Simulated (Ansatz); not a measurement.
# Au: the crystal squeezed far

One table from this session's results is given with a row withheld; the runs are named, their logs left out.

Program: Ansatz 0.2.0. Level of theory: DFT, PBE, PAW with Ansatz's default frozen-core files, scalar-relativistic. These are calculated values, not measurements.

## The structure to begin with

It takes space group P6/mmm (No. 191, hexagonal). The conventional cell has a = 2.841 Å, b = 2.841 Å, c = 2.671 Å, α = 90.00°, β = 90.00°, γ = 120.00°. Au (site symmetry 6/mmm) has 8 Au at 2.67 to 2.84 Å as nearest neighbours.

Structure file:

```cif
data_structure
_symmetry_space_group_name_H-M 'P 1'
_symmetry_Int_Tables_number 1
_cell_length_a 2.8412
_cell_length_b 2.8412
_cell_length_c 2.6707
_cell_angle_alpha 90.000
_cell_angle_beta 90.000
_cell_angle_gamma 120.000
_cell_volume 18.67
loop_
_atom_site_label
_atom_site_type_symbol
_atom_site_fract_x
_atom_site_fract_y
_atom_site_fract_z
_atom_site_occupancy
Au1 Au 0.00000 0.00000 0.00000 1
```

Whether this phase is the stable one at these pressures isn't tested.

The first run:

input.yaml reads:

```yaml
crystal:
  lattice:
    - [2.8412141024, 0.0, 0.0]
    - [-1.4206070512, 2.4605635903, 0.0]
    - [0.0, 0.0, 2.6707412562]
  atoms:
    - { symbol: Au, position: [0.0, 0.0, 0.0] }
kpoints:
  mp_grid: { grid: [15, 15, 14] }
scf:
  occupations: { method: fermi_dirac, width: 0.08 }
hamiltonian:
  xc: pbe
  pseudopotentials: { kind: paw }
output:
  forces: true
  stress: true
relax:
  f_tol: 0.005
  max_steps: 40
  cell: {}
```

Launch:

```sh
$ ansatz run input.yaml --threads 1 --pin off --max-ram 2048MiB --backend cpu --events-out ev --progress --plain --runs-dir out
```

Among the steps run: Cell relaxed at zero pressure, PAW; Volume scaled by 1, PAW; Shape and atoms relaxed at 0.88 of the volume, PAW; Volume scaled by 0.88, PAW; Shape and atoms relaxed at 0.78 of the volume, PAW; Volume scaled by 0.78, PAW; Shape and atoms relaxed at 0.68 of the volume, PAW; Volume scaled by 0.68, PAW; Shape and atoms relaxed at 0.58 of the volume, PAW; Volume scaled by 0.58, PAW; Shape and atoms relaxed at 0.5 of the volume, PAW; Volume scaled by 0.5, PAW; Shape and atoms relaxed at 0.43 of the volume, PAW; Volume scaled by 0.43, PAW; Volume scaled by 0.43, PAW (partial_waves polarizable).

One table of the session follows, with a row left open; its other results are not shown here.

| method | volume over the first | volume (Å³/atom) | pressure (GPa) |
| --- | --- | --- | --- |
| PAW | 1 | 19.345 | -0.01 |
| PAW | 0.88 | 17.024 | 22.43 |
| PAW | 0.78 | 15.089 | 61.75 |
| PAW | 0.68 | ? | ? |
| PAW | 0.58 | 11.220 | 304.64 |
| PAW | 0.5 | 9.673 | 570.54 |
| PAW | 0.43 | 8.318 | 1017.47 |
| PAW (partial_waves polarizable) | 0.43 | 8.318 | 1017.46 |

**Question.** Estimate the row for PAW, 0.68.

The run gave: volume (Å³/atom): 13.155; pressure (GPa): 140.69. In the column «volume (Å³/atom)» it lies between PAW, 0.58 (11.220) and PAW, 0.78 (15.089).
